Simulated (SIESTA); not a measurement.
The system is Ti.

```
Ti
1.0
    -1.64100    1.64100    1.64100
     1.64100   -1.64100    1.64100
     1.64100    1.64100   -1.64100
Ti
1
Direct
  0.00000 0.00000 0.00000
```

This isn't the form of Ti at room conditions, which is hcp.

Base run:

```yaml
Program: SIESTA 5.4.2
Functional: LDA
Potentials_or_basis: PseudoDojo 0.4 standard (LDA files)
Basis: DZP (energy shift 0.003 Ry; two zetas on semicore shells)
Grid_cutoff: 800 Ry
Energy_shift: 0.003 Ry
k_mesh: 11 × 11 × 11
Occupations: fermi-dirac, width 0.05 eV
Spin: no spin polarisation
```

Its results: band gap on the k mesh none (metal or under the smearing width); pressure -10.9 GPa.

Question: The run is repeated on the same cell with these changes: functional from LDA to PBEsol; potentials or basis from PseudoDojo 0.4 standard (LDA files) to PseudoDojo 0.4 standard (PBEsol files). What comes out?

Answer: Band gap on the k mesh none (metal or under the smearing width); pressure -6.7 GPa.

Caveats: the basis of atomic orbitals isn't converged, which shifts pressures, moduli and gaps.

Not every run made on this cell is shown here.
